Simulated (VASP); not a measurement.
Here is a VASP 6.6.1 calculation.

The input INCAR:

```
SYSTEM = Bi2Te2Se
PREC = Accurate
ENCUT = 520
EDIFF = 1E-6
ISMEAR = 0
SIGMA = 0.1
LREAL = .FALSE.
LASPH = .TRUE.
NELM = 100
ALGO = Normal
ISIF = 2
LWAVE = .FALSE.
LCHARG = .FALSE.
GGA = PS
```

KPOINTS

```
Automatic mesh
0
G
  7 7 7
  0 0 0
```

The input POSCAR:

```
Bi2Te2Se
10.8757
    0.198696981500      0.114717755758      0.973323211775
   -0.198696981500      0.114717755758      0.973323211775
    0.000000000000     -0.229435511517      0.973323211775
Bi Te Se
2 2 1
Direct
    0.3917212400      0.3917212400      0.3917212400
    0.6082787600      0.6082787600      0.6082787600
    0.7804048700      0.7804048700      0.7804048700
    0.2195951300      0.2195951300      0.2195951300
    0.0000000000      0.0000000000      0.0000000000
```

Potentials or basis: VASP PAW PBE potentials, release 64 (Bi_d, Te, Se).

Command:

```sh
$ cat potpaw_PBE.64/Bi_d/POTCAR potpaw_PBE.64/Te/POTCAR potpaw_PBE.64/Se/POTCAR > POTCAR
$ mpirun -np 1 vasp_std > vasp.out
```

Task: Predict the largest force.

Result: 0.063 eV/Å.

Task: Predict the band gap on the k mesh.

Result: 0.40 eV, direct.

Task: Estimate the pressure.

Result: -1.4 GPa.

Forces on the atoms (eV/Å):
```
Bi   0.000  0.000 -0.063
Bi   0.000  0.000  0.063
Te   0.000  0.000 -0.010
Te   0.000  0.000  0.010
Se   0.000  0.000  0.000
```

Caveat: the PAW data sets were made with another functional, which shifts forces and pressure a little; spin-orbit coupling is left out, which as a rule narrows the gap of such compounds by several tenths of an eV; an odd mesh through Γ misses points on the zone boundary, where band edges often lie. A hybrid or GW would open this gap; PBEsol tends to underestimate it.
